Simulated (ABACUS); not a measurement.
TiC:

```
CELL_PARAMETERS angstrom
0.00000 2.16572 2.16572
2.16572 0.00000 2.16572
2.16572 2.16572 0.00000
ATOMIC_POSITIONS crystal
Ti 0.00000 0.00000 0.00000
C 0.50000 0.50000 0.50000
```

The cell is a database's computed one.

| Property | Result |
| --- | --- |
| Program | ABACUS 3.10.1 |
| Task | relaxation of cell and atoms |
| Functional | BLYP |
| Potentials or basis | GBRV ultrasoft 1.5 PBE |
| Cutoff | 544 eV |
| Density cutoff | 4354 eV |
| Basis | plane waves |
| k mesh | 9 × 9 × 9 |
| Occupations | fermi-dirac, width 0.05 eV |
| Spin | no spin polarisation |

At the start: pressure 8.7 GPa; volume 10.16 Å³/atom.

Task: Where does the relaxation end?

Result: Over 4 steps the energy falls by 9.5 meV/atom and the volume is 10.52 Å³/atom (+3.6 %); space group Fm-3m (No. 225, to 0.05 Å).

The path:
| step | energy change (eV) | largest force (eV/Å) | pressure (GPa) | volume (Å³) |
| --- | --- | --- | --- | --- |
| 1 | 0.0000 | 0.0000 | 8.68 | 20.32 |
| 2 | 0.0129 | 0.0000 | -9.78 | 22.04 |
| 3 | -0.0190 | 0.0000 | -0.09 | 21.05 |
| 4 | -0.0190 | 0.0000 | -0.04 | 21.05 |

Final structure:
```
CELL_PARAMETERS angstrom
0.00000 2.19136 2.19136
2.19136 0.00000 2.19136
2.19136 2.19136 0.00000
ATOMIC_POSITIONS crystal
Ti 0.00000 0.00000 0.00000
C 0.50000 0.50000 0.50000
```

Caveat: the potentials were made for another functional, which shifts forces and pressure.
